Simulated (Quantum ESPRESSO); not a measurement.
Hg:

```
Hg
1.0
    -2.89819    2.88731    1.56090
     2.92740   -2.89909    1.63726
     2.89708    2.89797   -1.58284
Hg
2
Direct
  0.69589 0.20462 0.48743
  0.05411 0.04538 0.01257
```

- Program: Quantum ESPRESSO 7.5
- Task: relaxation of the atoms
- Functional: PBE
- Potentials or basis: JTH 2.0 LDA
- Cutoff: 490 eV
- Density cutoff: 2939 eV
- k mesh: 7 × 6 × 5, shifted
- Occupations: fermi-dirac, width 0.2 eV
- Spin: no spin polarisation

At the start: volume 26.94 Å³/atom.

Task: Where does the relaxation end?

Result: Over 10 steps the energy falls by 16.7 meV/atom; space group C2/m (No. 12, to 0.05 Å).

Step by step:
| step | energy change (eV) | largest force (eV/Å) |
| --- | --- | --- |
| 1 | 0.0000 | 0.5314 |
| 2 | -0.0105 | 0.4325 |
| 3 | -0.0197 | 0.3300 |
| 4 | -0.0289 | 0.1833 |
| 5 | -0.0332 | 0.0304 |
| 6 | -0.0332 | 0.0286 |
| 7 | -0.0333 | 0.0263 |
| 8 | -0.0333 | 0.0226 |
| 9 | -0.0334 | 0.0169 |
| 10 | -0.0335 | 0.0122 |

Final structure:
```xyz
2
Lattice="-2.8982 2.8873 1.5609 2.9274 -2.8991 1.6373 2.8971 2.8980 -1.5828" Properties=species:S:1:pos:R:3 pbc="T T T"
Hg    0.0145    2.8917    0.6579
Hg   -0.0077   -0.0020    0.1307
```

Caveat: the k mesh is coarse (spacing up to 0.37 Å⁻¹), so the values aren't converged; the potentials were made for another functional, which shifts forces and pressure; the cutoff is low for these files, which shifts pressure and relaxed volume.
